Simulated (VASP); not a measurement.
# SnTe (Fm-3m) in VASP: further runs

The runs below take SnTe through relaxation of cell and atoms, with PBE, PBEsol.

Program: VASP 6.6.1. These are calculated values, not measurements. Logs are shortened: lines on timing, memory, paths and dates and some standing lists are left out, and cuts for length are marked.

## 1. The structure

The structure is cubic, space group Fm-3m (No. 225). Conventional cell: a = 6.410 Å, b = 6.410 Å, c = 6.410 Å, α = 90.00°, β = 90.00°, γ = 90.00°. Sn (site symmetry m-3m) is surrounded by 6 Te at 3.21 Å. Around Te (site symmetry m-3m) lie 6 Sn at 3.21 Å.

## 2. Relaxation of cell and atoms, PBE

INCAR reads:

```
ALGO = Normal
EDIFF = 1E-7
EDIFFG = -0.005
ENCUT = 600
GGA = PE
IBRION = 2
ISIF = 3
ISMEAR = 0
LASPH = True
LCHARG = False
LREAL = False
LWAVE = False
NELM = 80
NSW = 90
PREC = Accurate
SIGMA = 0.03
```

KPOINTS reads:

```
k-points
0
Gamma
  10 10 10
```

POSCAR reads:

```
SnTe                                    
1.0
    0.0000000000      3.2051809016      3.2051809016
    3.2051809016      0.0000000000      3.2051809016
    3.2051809016      3.2051809016      0.0000000000
  Sn              Te            
     1     1
Direct
     0.0000000000000000    0.0000000000000000    0.0000000000000000
     0.5000000000000000    0.5000000000000000    0.5000000000000000
```

Potentials or basis: VASP PAW PBE potentials, release 64 (Sn_d, Te).

Started as:

```bash
cat potpaw_PBE.64/Sn_d/POTCAR potpaw_PBE.64/Te/POTCAR > POTCAR
mpirun -np 1 vasp_std > vasp.out
```

OUTCAR:

```text
EDIFF = 1E-7
   EDIFFG = -0.005
   ENCUT = 600
   GGA = PE
   IBRION = 2
   ISIF = 3
   ISMEAR = 0
   LASPH = True
   LREAL = False
   NELM = 80
   NSW = 90
   PREC = Accurate

 ion  position               nearest neighbor table
   1  0.000  0.000  0.000-   2 3.21   2 3.21   2 3.21   2 3.21   2 3.21   2 3.21
   2  0.500  0.500  0.500-   1 3.21   1 3.21   1 3.21   1 3.21   1 3.21   1 3.21

  LATTYP: Found a face centered cubic cell.
 ALAT       =     6.4103618032

  Lattice vectors:

 A1 = (   0.0000000000,   3.2051809016,   3.2051809016)
 A2 = (   3.2051809016,   0.0000000000,   3.2051809016)
 A3 = (   3.2051809016,   3.2051809016,   0.0000000000)

Analysis of symmetry for initial positions (statically):
=====================================================================
 Subroutine PRICEL returns:
 Original cell was already a primitive cell.

 Routine SETGRP: Setting up the symmetry group for a
 face centered cubic supercell.

 Subroutine GETGRP returns: Found 48 space group operations
 (whereof 48 operations were pure point group operations)
 out of a pool of 48 trial point group operations.

The static configuration has the point symmetry O_h .

Analysis of symmetry for dynamics (positions and initial velocities):
=====================================================================
 Subroutine PRICEL returns:
 Original cell was already a primitive cell.

 Routine SETGRP: Setting up the symmetry group for a
 face centered cubic supercell.

 Subroutine GETGRP returns: Found 48 space group operations
 (whereof 48 operations were pure point group operations)
 out of a pool of 48 trial point group operations.

The dynamic configuration has the point symmetry O_h .

 Subroutine INISYM returns: Found 48 space group operations
 (whereof 48 operations are pure point group operations),
 and found     1 'primitive' translations

----------------------------------------------------------------------------------------

                                     Primitive cell

  volume of cell :      65.8548

  direct lattice vectors                    reciprocal lattice vectors
     0.000000000  3.205180902  3.205180902    -0.155997435  0.155997435  0.155997435
     3.205180902  0.000000000  3.205180902     0.155997435 -0.155997435  0.155997435
     3.205180902  3.205180902  0.000000000     0.155997435  0.155997435 -0.155997435

  length of vectors
     4.532810301  4.532810301  4.532810301     0.270195484  0.270195484  0.270195484

  position of ions in fractional coordinates (direct lattice)
     0.000000000  0.000000000  0.000000000
     0.500000000  0.500000000  0.500000000

  ion indices of the primitive-cell ions
   primitive index   ion index
                 1           1
                 2           2

----------------------------------------------------------------------------------------

 KPOINTS: k-points

Automatic generation of k-mesh.
 Grid dimensions read from file:
 generate k-points for:   10   10   10

 Generating k-lattice:

  Cartesian coordinates                     Fractional coordinates (reciprocal lattice)
    -0.015599744  0.015599744  0.015599744     0.100000000  0.000000000  0.000000000
     0.015599744 -0.015599744  0.015599744     0.000000000  0.100000000  0.000000000
     0.015599744  0.015599744 -0.015599744     0.000000000  0.000000000  0.100000000

  Length of vectors
     0.027019548  0.027019548  0.027019548

  Shift w.r.t. Gamma in fractional coordinates (k-lattice)
     0.000000000  0.000000000  0.000000000

 Subroutine IBZKPT returns following result:
 ===========================================

 Found     47 irreducible k-points:

 Following reciprocal coordinates:
            Coordinates               Weight
  0.000000  0.000000  0.000000      1.000000
  0.100000  0.000000  0.000000      8.000000
  0.200000  0.000000  0.000000      8.000000
  0.300000  0.000000  0.000000      8.000000
  0.400000  0.000000  0.000000      8.000000
  0.500000  0.000000  0.000000      4.000000
[... 16 lines left out ...]
  0.300000  0.300000  0.000000      6.000000
  0.400000  0.300000  0.000000     24.000000
 [... further k-points ...]
   k-points           NKPTS =     47   k-points in BZ     NKDIM =     47   number of bands    NBANDS=     14
   number of dos      NEDOS =    301   number of ions     NIONS =      2
   total plane-waves  NPLWV =  46656
   dimension x,y,z NGX =    36 NGY =   36 NGZ =   36
   dimension x,y,z NGXF=    72 NGYF=   72 NGZF=   72
   ions per type =               1   1
   NGX,Y,Z   is equivalent  to a cutoff of  13.20, 13.20, 13.20 a.u.
   NGXF,Y,Z  is equivalent  to a cutoff of  26.41, 26.41, 26.41 a.u.
 SYSTEM =  unknown system
   PREC   = accura    normal or accurate (medium, high low for compatibility)
   ISTART =      0    job   : 0-new  1-cont  2-samecut
   ICHARG =      2    charge: 1-file 2-atom 10-const
   ISPIN  =      1    spin polarized calculation?
   LNONCOLLINEAR =      F non collinear calculations
   LSORBIT =      F    spin-orbit coupling
   LASPH  =      T    aspherical Exc in radial PAW
   ENCUT  =  600.0 eV  44.10 Ry    6.64 a.u.   9.05  9.05  9.05*2*pi/ulx,y,z
   NELM   =     80;   NELMIN=  2; NELMDL= -5     # of ELM steps
   EDIFF  = 0.1E-06   stopping-criterion for ELM
   LREAL  =      F    real-space projection
   EDIFFG = -.5E-02   stopping-criterion for IOM
   NSW    =     90    number of steps for IOM
   IBRION =      2    ionic relax: 0-MD 1-quasi-New 2-CG
   NFREE  =      1    steps in history (QN), initial steepest desc. (CG)
   ISIF   =      3    stress and relaxation
   ISYM   =      2    0-nonsym 1-usesym 2-fastsym
   POTIM  = 0.5000    time-step for ionic-motion
   TEBEG  =    0.0;   TEEND  =   0.0 temperature during run
   PSTRESS=    0.0 pullay stress
   NELECT =      20.0000    total number of electrons
   NUPDOWN=      -1.0000    fix difference up-down
   EMIN   =  10.00;   EMAX   =-10.00  energy-range for DOS
   EFERMI =   0.00;   METHOD = LEGACY
   ISMEAR =     0;   SIGMA  =   0.03  broadening in eV -4-tet -1-fermi 0-gaus
   EFERMI_NEDOS =   21; number of points for ismear=-14 and -15
   IALGO  =     38    algorithm
   IMIX   =      4    mixing-type and parameters
     AMIX     =   0.40;   BMIX     =  1.00
     AMIX_MAG =   1.60;   BMIX_MAG =  1.00
  volume/ion in A,a.u.               =      32.93       222.21
  Fermi-wavevector in a.u.,A,eV,Ry     =   1.100413  2.079479 16.475407  1.210908
  Thomas-Fermi vector in A             =   2.236823
   LORBIT       =      0    0 simple, 1 ext, 2 COOP (PROOUT), +10 PAW based schemes
   GGA     = PE    functional components
   LHFCALC =     F    Hartree Fock is set to
   AEXX    =    0.0000 exact exchange contribution
   IVDW    =     0    specifies the selected vdW correction
   LEPSILON=     F    determine dielectric tensor
   LRPA    =     F    only Hartree local field effects (RPA)
 conjugate gradient relaxation of ions
 non-spin polarized calculation
 Gauss-broadening in eV      SIGMA  =   0.03
  energy-cutoff  :      600.00
  volume of cell :       65.85
 maximum number of plane-waves:      2210
   NGX = 19   NGY = 19   NGZ = 19

 number of electron      20.0000005 magnetization

 Free energy of the ion-electron system (eV)
  ---------------------------------------------------
  ext. energy  EPLUGINS =         0.00000000
  ---------------------------------------------------
  free energy    TOTEN  =        -7.56503107 eV

  energy without entropy =       -7.56496736  energy(sigma->0) =       -7.56499922

 E-fermi :   6.3492     XC(G=0):  -9.2649

 val. band max:        6.3231349800   @ k =   0.5000   0.0000   0.0000
 cond. band min:       6.3752332901   @ k =   0.5000   0.0000   0.0000
 fundamental gap:      0.0520983101
 Fermi energy:         6.3491841344

 k-point     1 :       0.0000    0.0000    0.0000
  band No.  band energies     occupation
      1     -15.5578      2.00000
      2     -15.5578      2.00000
      3     -15.5548      2.00000
      4     -15.5548      2.00000
      5     -15.5548      2.00000
      6      -6.1028      2.00000
      7       1.4573      2.00000
      8       4.3248      2.00000
      9       4.3248      2.00000
     10       4.3248      2.00000
     11       9.5695      0.00000
     12       9.5695      0.00000
     13       9.5695      0.00000
     14      11.1733      0.00000

 k-point     2 :       0.1000    0.0000    0.0000
  band No.  band energies     occupation
      1     -15.5581      2.00000
      2     -15.5581      2.00000
      3     -15.5546      2.00000
      4     -15.5543      2.00000
      5     -15.5543      2.00000
      6      -6.0247      2.00000
      7       1.0613      2.00000
      8       4.3393      2.00000
      9       4.3393      2.00000
     10       4.6003      2.00000
     11       9.1391      0.00000
     12       9.1391      0.00000
     13       9.1467      0.00000
     14      11.1159      0.00000

 k-point     3 :       0.2000    0.0000    0.0000
  band No.  band energies     occupation
      1     -15.5590      2.00000
      2     -15.5590      2.00000
      3     -15.5543      2.00000
      4     -15.5530      2.00000
      5     -15.5530      2.00000
      6      -5.7999      2.00000
      7       0.2117      2.00000
      8       4.3888      2.00000
      9       4.3888      2.00000
     10       5.1059      2.00000
     11       8.3198      0.00000
     12       8.3198      0.00000
     13       8.3318      0.00000
     14      11.2629      0.00000
[... 324 lines left out ...]
 k-point    23 :       0.3000    0.3000    0.0000
  band No.  band energies     occupation
      1     -15.5658      2.00000
      2     -15.5567      2.00000
      3     -15.5553      2.00000
      4     -15.5493      2.00000
      5     -15.5493      2.00000
      6      -5.2786      2.00000
      7      -0.1850      2.00000
      8       3.2618      2.00000
      9       3.2618      2.00000
     10       3.4811      2.00000
     11       9.2186      0.00000
     12       9.2254      0.00000
     13      10.3029      0.00000
     14      10.3029      0.00000

 k-point    24 :       0.4000    0.3000    0.0000
  band No.  band energies     occupation
      1     -15.5673      2.00000
      2     -15.5566      2.00000
      3     -15.5554      2.00000
      4     -15.5483      2.00000
      5     -15.5480      2.00000
      6      -5.0293      2.00000
      7      -0.4588      2.00000
      8       2.6025      2.00000
      9       3.1564      2.00000
     10       3.3223      2.00000
     11       9.2045      0.00000
     12      10.0006      0.00000
     13      10.1352      0.00000
     14      10.4316      0.00000

 [... further k-points ...]

------------------------ aborting loop because EDIFF is reached ----------------------------------------

  FORCE on cell =-STRESS in cart. coord.  units (eV):
  Direction    XX          YY          ZZ          XY          YZ          ZX
  --------------------------------------------------------------------------------------
  -------------------------------------------------------------------------------------
  Total       -0.0002713     -0.0002713     -0.0002713      0.0000000      0.0000000      0.0000000
  in kB       -0.0065995     -0.0065995     -0.0065995      0.0000000      0.0000000      0.0000000
  external PRESSURE =      -0.0065995 kB  Pullay stress =       0.0000000 kB

 VOLUME and BASIS-vectors are now :
 -----------------------------------------------------------------------------
  energy-cutoff  :      600.00
  volume of cell :       65.85
      direct lattice vectors                 reciprocal lattice vectors
     0.000000000  3.205180902  3.205180902    -0.155997435  0.155997435  0.155997435
     3.205180902  0.000000000  3.205180902     0.155997435 -0.155997435  0.155997435
     3.205180902  3.205180902  0.000000000     0.155997435  0.155997435 -0.155997435

 POSITION                                       TOTAL-FORCE (eV/Angst)
 -----------------------------------------------------------------------------------
      0.00000      0.00000      0.00000         0.000000     -0.000000      0.000000
      3.20518      3.20518      3.20518        -0.000000      0.000000     -0.000000
 -----------------------------------------------------------------------------------
    total drift:                               -0.000000      0.000000      0.000000

  FREE ENERGIE OF THE ION-ELECTRON SYSTEM (eV)
  ---------------------------------------------------
  free  energy   TOTEN  =        -7.5650310708 eV

  energy  without entropy=       -7.5649673621  energy(sigma->0) =       -7.56499922

 reached required accuracy - stopping structural energy minimisation
```

Wall time 63 s (1 thread of Intel Xeon Platinum 8375C at 2.90GHz (Ice Lake), shared host); peak memory 0.23 GiB.

What came out:

```yaml
Free_energy: -7.5650 eV
Pressure_after_relaxing: 0.0 GPa
Band_gap_on_the_k_mesh: 0.05 eV, direct
```

Final structure:
```
Sn Te
1.0
     0.00000    3.20518    3.20518
     3.20518    0.00000    3.20518
     3.20518    3.20518    0.00000
Sn Te
1 1
Cartesian
  0.0000 0.0000 0.0000
  3.2052 3.2052 3.2052
```

Levels at points of the mesh, in eV from the valence-band top:
```csv
k point,band 8,band 9,band 10,band 11,band 12,band 13
"(0.00, 0.00, 0.00)",-2.00,-2.00,-2.00,3.25,3.25,3.25
"(0.50, 0.00, 0.00)",-1.67,-1.67,0.00,0.05,0.45,0.45
"(0.50, 0.50, 0.00)",-5.21,-3.49,-3.49,2.38,4.69,4.69
```

Caveat: the relaxation stopped at its first step, so nothing moved; spin-orbit coupling is left out, which moves the levels of the heavy elements. A k mesh can miss the band edges.

## 3. Relaxation of cell and atoms, PBEsol

This run uses another cell than the first one, of 31.28 Å³/atom, 0.950 times its volume.

INCAR reads:

```
SYSTEM = SnTe
ALGO = Normal
EDIFF = 1E-6
EDIFFG = -0.01
ENCUT = 600
GGA = PS
IBRION = 2
ISIF = 3
ISMEAR = 0
LASPH = .True.
LCHARG = .False.
LREAL = .False.
LWAVE = .False.
NELM = 80
NSW = 90
PREC = Accurate
SIGMA = 0.03
```

KPOINTS reads:

```
k-points
0
Gamma
  10 10 10
  0 0 0
```

POSCAR reads:

```
SnTe
1.0
    0.0000000000      3.1508500000      3.1508500000
    3.1508500000      0.0000000000      3.1508500000
    3.1508500000      3.1508500000      0.0000000000
Sn Te
1 1
Direct
    0.0000000000      0.0000000000      0.0000000000
    0.5000000000      0.5000000000      0.5000000000
```

Potentials or basis: VASP PAW PBE potentials, release 64 (Sn_d, Te).

Started as:

```bash
cat potpaw_PBE.64/Sn_d/POTCAR potpaw_PBE.64/Te/POTCAR > POTCAR
mpirun -np 1 vasp_std > vasp.out
```

It took 60 s on 1 thread of Intel Xeon Platinum 8375C at 2.90GHz (Ice Lake), shared host; peak memory 0.23 GiB.

Results (log left out):

| Item | Value |
| --- | --- |
| Free energy | -8.3393 eV |
| Relaxed volume | 31.10 Å³/atom |
| Relaxed cell | a = 4.447 Å, b = 4.447 Å, c = 4.447 Å, α = 60.00°, β = 60.00°, γ = 60.00° |
| Space group after relaxing (to 0.05 Å) | Fm-3m (No. 225) |
| Energy gained by relaxing | 0.2 meV/atom |
| Ionic steps | 3 |
| Pressure after relaxing | 0.0 GPa |
| Band gap on the k mesh | 0.16 eV, direct |

The path:
```csv
step,energy change (eV),largest force (eV/Å),pressure (GPa),volume (Å³)
1,0.0000,0.0000,-0.30,62.56
2,-0.0003,0.0000,0.13,62.03
3,-0.0003,0.0000,-0.01,62.20
```

Final structure:
```
Sn Te
1.0
     0.00000    3.14484    3.14484
     3.14484    0.00000    3.14484
     3.14484    3.14484    0.00000
Sn Te
1 1
Direct
  0.00000 0.00000 0.00000
  0.50000 0.50000 0.50000
```

Levels at points of the mesh, in eV from the valence-band top:
```csv
k point,band 7,band 8,band 9,band 10,band 11,band 12,band 13,band 14
"(0.00, 0.00, 0.00)",-4.63,-2.09,-2.09,-2.09,3.40,3.40,3.40,4.76
"(0.50, 0.00, 0.00)",-8.34,-1.75,-1.75,0.00,0.16,0.39,0.39,7.76
"(0.50, 0.50, 0.00)",-6.44,-5.59,-3.72,-3.72,2.13,5.00,5.00,6.46
```

Caveat: the PAW data sets were made with another functional, which shifts forces and pressure a little; spin-orbit coupling is left out, which moves the levels of the heavy elements.
